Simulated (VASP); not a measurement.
A run of VASP 6.6.1 is set up as follows.

INCAR

```
PREC     = Accurate       # precision mode
ENCUT    = 520            # plane-wave cutoff, eV
EDIFF    = 1E-7           # SCF threshold, eV
ISMEAR   = 0              # smearing method
SIGMA    = 0.02           # smearing width, eV
LREAL    = False          # projectors in reciprocal space
LASPH    = True           # aspherical terms in the spheres
NELM     = 80             # most SCF steps
ALGO     = Normal         # electronic algorithm
ISIF     = 2              # what is computed and relaxed
LWAVE    = False          # write WAVECAR
LCHARG   = False          # write CHGCAR
GGA      = PE             # functional
NBANDS   = 18             # bands
```

KPOINTS

```
regular mesh
0
Gamma
  6 6 6
```

POSCAR

```
LiCl
1.0
    2.0205536099      1.1665671706      7.1220712216
   -2.0205536099      1.1665671706      7.1220712216
    0.0000000000     -2.3331343412      7.1220712216
Li Cl
2 2
Direct
    0.8832005636      0.8832005636      0.8832005636
    0.1167994364      0.1167994364      0.1167994364
    0.2329510365      0.2329510365      0.2329510365
    0.7670489635      0.7670489635      0.7670489635
```

Potentials or basis: VASP PAW PBE potentials, release 64 (Li_sv, Cl).

The run is started by

```console
$ cat potpaw_PBE.64/Li_sv/POTCAR potpaw_PBE.64/Cl/POTCAR > POTCAR
$ mpirun -np 1 vasp_std > vasp.out
```

Question: What does it give for the band gap on the k mesh?

Answer: 5.76 eV, indirect (least direct gap 5.78 eV).

 A k mesh can miss the band edges.
